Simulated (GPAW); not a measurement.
# TaN (P-6m2) in GPAW: further runs

Runs on TaN. Level: PBE. Tasks: single point.

Everything below comes from runs of GPAW 26.7.0. Logs are shortened: lines on timing, memory, paths and dates and some standing lists are left out, and cuts for length are marked. The log counts tension as positive stress, the text compression.

## Step 1: The structure

It takes space group P-6m2 (No. 187, hexagonal). Conventional cell: a = 2.938 Å, b = 2.938 Å, c = 2.883 Å, α = 90.00°, β = 90.00°, γ = 120.00°. Around Ta (site symmetry -6m2) lie 6 N at 2.23 Å. N (site symmetry -6m2) has 6 Ta at 2.23 Å as nearest neighbours.

## Step 2: Single point, PBE

The input, run.py:

```python
from ase.dft.bandgap import bandgap
from ase.io import read, write
from ase.units import GPa
from gpaw import GPAW, PW

atoms = read('POSCAR')

calc = GPAW(mode=PW(600),
            xc='PBE',
            kpts={'size': (8, 8, 7), 'gamma': True},
            occupations={'name': 'fermi-dirac', 'width': 0.05},
            nbands=19,
            maxiter=120,
            txt='gpaw.txt')
atoms.calc = calc
energy = atoms.get_potential_energy()
forces = atoms.get_forces()
stress = atoms.get_stress()
calc.write('gs.gpw')
write('result.traj', atoms)
print(f'Energy: {energy:.6f} eV')
print('Forces (eV/A):')
print(forces.round(4))
print('Stress (GPa):', (stress / GPa).round(3))
print('Fermi level:', round(calc.get_fermi_level(), 4), 'eV')
print(f'Gap: {bandgap(calc)[0]:.4f} eV, direct: {bandgap(calc, direct=True)[0]:.4f} eV')
```

The input, POSCAR:

```
TaN
1.0
    2.9380000000      0.0000000000      0.0000000000
   -1.4690000000      2.5443826363      0.0000000000
    0.0000000000      0.0000000000      2.8830000000
Ta N
1 1
Direct
    0.0000000000      0.0000000000      0.5000000000
    0.6666666667      0.3333333333      0.0000000000
```

Potentials or basis: GPAW PAW data sets (gpaw-data 1.2.1), pw.

Run with:

```
> OMP_NUM_THREADS=1 python run.py
```

gpaw.txt:

```text
__  _  _
 | _ |_)|_||  |
 |__||  | ||/\| - 26.7.0

Input parameters:
  mode=PW(ecut=600.0),
  kpts=MonkhorstPack(size=(8, 8, 7), gamma=True),
  maxiter=120,
  nbands=19,
  occupations=Occupations(name='fermi-dirac', width=0.05),
  xc=XC(name='PBE')

Diagonalizing LCAO Hamiltonian
Converting LCAO to pw mode

       Ta

           N

Atoms  # Å, Bohr magnetons
|   | symbol |        x |        y |        z |    initial magnetic moments |
|---|--------|----------|----------|----------|-----------------------------|
| 0 |     Ta | 0.000000 | 0.000000 | 1.441500 | ( 0.0000,  0.0000,  0.0000) |
| 1 |      N | 1.469000 | 0.848128 | 0.000000 | ( 0.0000,  0.0000,  0.0000) |

Unit cell  # Å
| periodic |         x |        y |        z |  lengths |     angles |
|----------|-----------|----------|----------|----------|------------|
|      yes |  2.938000 | 0.000000 | 0.000000 | 2.938000 |  90.000000 |
|      yes | -1.469000 | 2.544383 | 0.000000 | 2.938000 |  90.000000 |
|      yes |  0.000000 | 0.000000 | 2.883000 | 2.883000 | 120.000000 |

Number of symmetries: 12
Symmetry operations  # r_c * U_cc + t_c -> r_c
|    | kind |            matrix            |
|----|------|------------------------------|
|  0 |  σ   |  1, 1, 0,  0,-1, 0,  0, 0, 1 |
|  1 |  C2  |  1, 1, 0,  0,-1, 0,  0, 0,-1 |
|  2 |  E   |  1, 0, 0,  0, 1, 0,  0, 0, 1 |
|  3 |  σ   |  1, 0, 0,  0, 1, 0,  0, 0,-1 |
|  4 |  C3  |  0, 1, 0, -1,-1, 0,  0, 0, 1 |
|  5 |  S3  |  0, 1, 0, -1,-1, 0,  0, 0,-1 |
|  6 |  σ   |  0,-1, 0, -1, 0, 0,  0, 0, 1 |
|  7 |  C2  |  0,-1, 0, -1, 0, 0,  0, 0,-1 |
|  8 |  σ   | -1, 0, 0,  1, 1, 0,  0, 0, 1 |
|  9 |  C2  | -1, 0, 0,  1, 1, 0,  0, 0,-1 |
| 10 |  C3  | -1,-1, 0,  1, 0, 0,  0, 0, 1 |
| 11 |  S3  | -1,-1, 0,  1, 0, 0,  0, 0,-1 |

BZ-sampling:
  Number of BZ points: 448
  Number of IBZ points: 40

  Monkhorst-Pack size: [8, 8, 7]
  Monkhorst-Pack shift: [0.0625, 0.0625, 0.0]

K-points  # in reciprocal-cell coordinates
|     |                                coordinates |     weight |
|-----|--------------------------------------------|------------|
|   0 | (  0.00000000,   0.00000000,   0.00000000) | 0.00223214 |
|   1 | (  0.00000000,   0.00000000,   0.14285714) | 0.00446429 |
|   2 | (  0.00000000,   0.00000000,   0.28571429) | 0.00446429 |
|   3 | (  0.00000000,   0.00000000,   0.42857143) | 0.00446429 |
|   4 | (  0.12500000,   0.00000000,   0.00000000) | 0.01339286 |
|   5 | (  0.12500000,   0.00000000,   0.14285714) | 0.02678571 |
|   6 | (  0.12500000,   0.00000000,   0.28571429) | 0.02678571 |
|   7 | (  0.12500000,   0.00000000,   0.42857143) | 0.02678571 |
|   8 | (  0.25000000,  -0.12500000,   0.00000000) | 0.01339286 |
|   9 | (  0.25000000,  -0.12500000,   0.14285714) | 0.02678571 |
| ... |                                            |            |
|  39 | (  0.50000000,   0.50000000,   0.42857143) | 0.01339286 |

Plane wave coefficients: 728
Cutoff: 600.0 eV

Spin-components: 1 (collinear spins)
Bands:           19
Projectors:      11
Spin-degeneracy: 2
Datatype:        complex128

Parallelization:
  kpt:    1
  domain: 1
  band:   1

Density:
  Valence electrons: 18.0
  Components: 1
  Grid points: [18 18 18]
  Charge: 0.0  # |e|

Potential:
  Grid points: [18 18 18]

species:
  Ta:
    name:    Tantalum
    Z:       73.0
    valence: 13
    core:    60
    charge:  0.0  # [|e|]
    compensation charges:
      type: gauss
      rc: 0.42  # [Å]
      lmax: 2
    cutoffs:
      filter: 2.36  # [Å]
      core: 3.45  # [Å]
    projectors
    | kind |    occ | energy [eV] | rcut [Å] |
    |------|--------|-------------|----------|
    |   5s |  2.000 |     -72.790 |    1.365 |
    |   6s |  2.000 |      -5.429 |    1.365 |
    |   5p |  6.000 |     -39.427 |    1.349 |
    |   6p |  0.000 |      -1.396 |    1.349 |
    |   5d |  3.000 |      -3.603 |    1.307 |
    |    d |        |      23.609 |    1.307 |

    Using partial waves for Ta as LCAO basis

  N:
    name:    Nitrogen
    Z:       7.0
    valence: 5
    core:    2
    charge:  0.0  # [|e|]
    compensation charges:
      type: gauss
      rc: 0.18  # [Å]
      lmax: 2
    cutoffs:
      filter: 1.11  # [Å]
      core: 0.96  # [Å]
    projectors
    | kind |    occ | energy [eV] | rcut [Å] |
    |------|--------|-------------|----------|
    |   2s |  2.000 |     -18.583 |    0.603 |
    |   2p |  3.000 |      -7.089 |    0.529 |
    |    s |        |       8.629 |    0.603 |
    |    p |        |      20.123 |    0.529 |
    |    d |        |       0.000 |    0.577 |

    Using partial waves for N as LCAO basis

Reference energy: -425654.162905  # eV

eigensolver:
  PPCG
  Converge bands: occupied
  niter=2

density mixing:
  MSR1-Mixer
  Pratt-step length: 0.05
  Maximum mixing coefficient: 0.75
  Old densities: 10
  SVD Regularization: 0.005
  Good broyden scale: 1.0
  Trust region scale: 1.0
  Backstep threshold: 4.0
  History deletion threshold: 6.0
  Fourier metric: weight=20.0, sigma=0.015

occupation numbers:
  Fermi-Dirac:
    width: 0.0500  # eV

poisson solver:
  ecut: 4800.0  # eV

xc functional:
  name: PBE with 2 nearest neighbor stencil

convergence criteria:
- Maximum [total energy] change in last 3 cyles: 0.0005 eV / valence electron
- Maximum integral of absolute [dens]ity change: 0.0001 electrons / valence electron
- Maximum integral of absolute [eigenst]ate change: 4e-08 eV^2 / valence electron
maximum number of iterations: 120

SCF iterations
|iter     | |      energy | eigst |  dens |
|---------|-|-------------|-------|-------|
|iter:   1| |  -21.678769 | -0.10 |       |
|iter:   2| |  -21.277073 | -2.52 | -0.96 |
|iter:   3| |  -20.397381 | -1.70 | -1.03 |
|iter:   4| |  -20.405291 | -3.12 | -1.63 |
|iter:   5| |  -20.414476 | -3.37 | -1.86 |
|iter:   6| |  -20.414483 | -4.85 | -2.77 |
|iter:   7| |  -20.414488c| -6.76 | -3.65 |
|iter:   8| |  -20.414488c| -7.59c| -4.09c|

Converged in 8 steps
Energy contributions relative to reference atoms: (reference = -425654.162905)

Energy contributions:
  Kinetic:          20.616582
  Coulomb:         -21.570114
  Zero:             -0.178563
  External:          0.000000
  Xc:              -19.282226
  Entropy:          -0.000336
  Spinorbit:         0.000000
  ----------------------------
  Free energy:     -20.414656
  Extrapolated:    -20.414488

dipole moment: (-4.714952, -9.440780, -7.163470)  # |e|*Ang

Fermi level: 14.305
Eigenvalues  # (at kpt = [0.000, 0.000, 0.000])
| band index |      eig [eV] | occ [0-2] |
|------------|---------------|-----------|
|          0 |       -54.130 |     2.000 |
|          1 |       -20.682 |     2.000 |
|          2 |       -20.413 |     2.000 |
|          3 |       -20.413 |     2.000 |
|          4 |        -3.568 |     2.000 |
|          5 |         9.649 |     2.000 |
[... 9 lines left out ...]
|         15 |        30.521 |     0.000 |
|         16 |        30.521 |     0.000 |
|        ... |               |           |
|         18 |        37.528 |     0.000 |

No gap
No difference between direct/indirect transitions

Forces  # eV/Ang
|        x |        y |       z |
|----------|----------|---------|
|  0.00000 |  0.00000 | 0.00000 |  # Ta   0
| -0.00000 | -0.00000 | 0.00000 |  # N    1

Stress tensor  # eV/Ang^3
|         x |        y |        z |
|-----------|----------|----------|
|  0.008902 | 0.000000 | 0.000000 |
| -0.000000 | 0.008902 | 0.000000 |
|  0.000000 | 0.000000 | 0.003161 |

# Writing to gs.gpw (mode='')
```

It took 13 s on 1 thread of Arm Neoverse V1, shared host; peak memory 0.14 GiB.

What came out:

| Item | Value |
| --- | --- |
| Free energy | -20.4147 eV |
| Pressure | -1.1 GPa |
| Band gap on the k mesh | none (metal or under the smearing width) |

Stress tensor (GPa, compression positive):
```
-1.43  0.00  0.00
 0.00 -1.43  0.00
 0.00  0.00 -0.51
```

Levels at points of the mesh, in eV from the Fermi level:
| k point | band 7 | band 8 | band 9 | band 10 | band 11 | band 12 |
| --- | --- | --- | --- | --- | --- | --- |
| (0.00, 0.00, 0.00) | -4.66 | -4.29 | -3.04 | 2.10 | 3.47 | 3.47 |
| (0.50, 0.50, 0.00) | -5.29 | -3.57 | -3.29 | 2.89 | 3.90 | 5.08 |

Caveat: the cutoff is short for stress and forces, so pressures can be off by a GPa or more. The run has no spin-orbit coupling, so splittings on Ta are missing.

## Step 3: Single point, PBE

run.py: that of step 2 with these lines changed.

```diff
@@ -7,3 +7,3 @@
 
-calc = GPAW(mode=PW(600),
+calc = GPAW(mode=PW(650),
             xc='PBE',
```

POSCAR is that of step 2.

Potentials or basis: GPAW PAW data sets (gpaw-data 1.2.1), pw.

Run with:

```
> OMP_NUM_THREADS=1 python run.py
```

It took 14 s on 1 thread of Arm Neoverse V1, shared host; peak memory 0.14 GiB.

It converged, with:

* Free energy: -20.4982 eV
* Pressure: 1.5 GPa
* Band gap on the k mesh: none (metal or under the smearing width)

Stress tensor (GPa, compression positive):
```
1.27 0.00 0.00
0.00 1.27 0.00
0.00 0.00 2.10
```

Levels at points of the mesh, in eV from the Fermi level:
```tsv
k point	band 6	band 7	band 8	band 9	band 10	band 11	band 12	band 13
(0.00, 0.00, 0.00)	-4.65	-4.65	-4.29	-3.04	2.11	3.47	3.47	3.87
(0.50, 0.50, 0.00)	-8.37	-5.29	-3.57	-3.30	2.89	3.90	5.08	5.17
```

Caveat: the cutoff is short for stress and forces, so pressures can be off by a GPa or more.
